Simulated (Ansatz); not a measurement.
## CoO: strain and displacement

```
CELL_PARAMETERS angstrom
-1.50800 1.50800 2.10725
1.50800 -1.50800 2.10725
1.50800 1.50800 -2.10725
ATOMIC_POSITIONS crystal
Co 0.00000 0.00000 0.00000
O 0.50000 0.50000 0.00000
```

Atoms are numbered in the order listed.

The cell is COD entry 1528838, as deposited and not checked against the literature; nothing was relaxed.

Semilocal functionals without U often leave such compounds metallic or with too small a gap, and the real magnetic order may differ.

Other magnetic orders may lie lower; this is the state that the run reached.

The calculation used Ansatz 0.2.0, DFT, PBE, all-electron PAW with datasets made for the crystal, scalar-relativistic.

Numerical set-up: a Γ-centred 13×13×15 k mesh, Fermi–Dirac smearing of 0.03 eV, cutoff 420 eV (chosen by the program for this cell), spin-polarised from start moments Co1 2 μB; this mesh doesn't keep the crystal's whole symmetry, which leaves small spurious terms.

The unchanged cell is at -0.04 GPa.

In a metal, stresses and small energies carry noise from the k mesh.

x, y and z are the Cartesian axes of the cell as listed; fractional coordinates follow a strain, and an engineering shear is twice the off-diagonal strain component.

(1) One change gave: energy change under 1 meV/atom; stress change (xx, yy, zz, yz, xz, xy) -0.02, -0.02, 0.06, -0.45, -0.45, 0.02 GPa, compression positive; moment 2.93 → 2.93 μB. Which change was it?
A. equal xy, yz and zx engineering shear strains of +1 %
B. equal xy, yz and zx engineering shear strains of -1 %
C. equal xy, yz and zx engineering shear strains of -2 %
D. equal xy, yz and zx engineering shear strains of -3 %
E. equal xy, yz and zx engineering shear strains of +2 %
F. equal xy, yz and zx engineering shear strains of +3 %

Answers

(1) B. For equal xy, yz and zx engineering shear strains of -3 %: energy change -2 meV/atom; stress change (xx, yy, zz, yz, xz, xy) -0.21, -0.21, 0.23, -0.56, -0.56, 0.09 GPa, compression positive; moment 2.93 → 2.90 μB. For equal xy, yz and zx engineering shear strains of +2 %: energy change under 1 meV/atom; stress change (xx, yy, zz, yz, xz, xy) 0.09, 0.09, 0.04, 0.52, 0.52, -0.26 GPa, compression positive; moment 2.93 → 2.93 μB. For equal xy, yz and zx engineering shear strains of -2 %: energy change under 1 meV/atom; stress change (xx, yy, zz, yz, xz, xy) -0.09, -0.09, 0.16, -0.63, -0.63, 0.06 GPa, compression positive; moment 2.93 → 2.92 μB. For equal xy, yz and zx engineering shear strains of +1 %: energy change under 1 meV/atom; stress change (xx, yy, zz, yz, xz, xy) 0.03, 0.03, 0.03, 0.41, 0.41, -0.08 GPa, compression positive; moment 2.93 → 2.93 μB. For equal xy, yz and zx engineering shear strains of +3 %: energy change -1 meV/atom; stress change (xx, yy, zz, yz, xz, xy) 0.14, 0.14, 0.06, 0.41, 0.41, -0.48 GPa, compression positive; moment 2.93 → 2.92 μB.
